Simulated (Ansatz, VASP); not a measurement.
# TiO2 in VASP and in Ansatz

```
Ti O
1.0
    -1.89250    1.89250    4.75700
     1.89250   -1.89250    4.75700
     1.89250    1.89250   -4.75700
Ti O
2 4
Direct
  0.00000 0.00000 0.00000
  0.75000 0.25000 0.50000
  0.20660 0.20660 0.00000
  0.95660 0.45660 0.50000
  0.54340 0.04340 0.50000
  0.79340 0.79340 0.00000
```

Alike in both runs: task single point; functional PBE; k mesh 5 × 5 × 7; occupations fermi-dirac, width 0.05 eV; collinear spin; Hubbard terms Ti d U = 5.6 eV.

|  | VASP | Ansatz |
| --- | --- | --- |
| version | VASP 6.6.1 | Ansatz 0.2.0 |
| potentials or method | VASP PAW PBE potentials, release 64 (Ti_sv, O) | PAW, plane waves, scalar-relativistic |
| plane-wave cutoff (eV) | 520 | 420 |
| valence electrons in the cell | 48 | 48 |

Ansatz gave:

| Property | Result |
| --- | --- |
| pressure (GPa) | 10.9 |
| largest component of the traceless stress (GPa) | 2.15 |
| rms of the force components (eV/Å) | 0.140 |
| net moment per atom (μB) | 0.00 |

**Question.** What did VASP give for the same quantities?

**Answer.** Pressure (GPa): 17.2; largest component of the traceless stress (GPa): 1.55; rms of the force components (eV/Å): 0.255; net moment per atom (μB): 0.00.

The programs project onto different local orbitals, so the same U acts differently. Atom by atom the forces differ by 0.115 eV/Å (rms over components). Ansatz warned: «seeded_moment_not_kept».

 A k mesh can miss the band edges. The state reached can hang on the start; a lower one may exist.
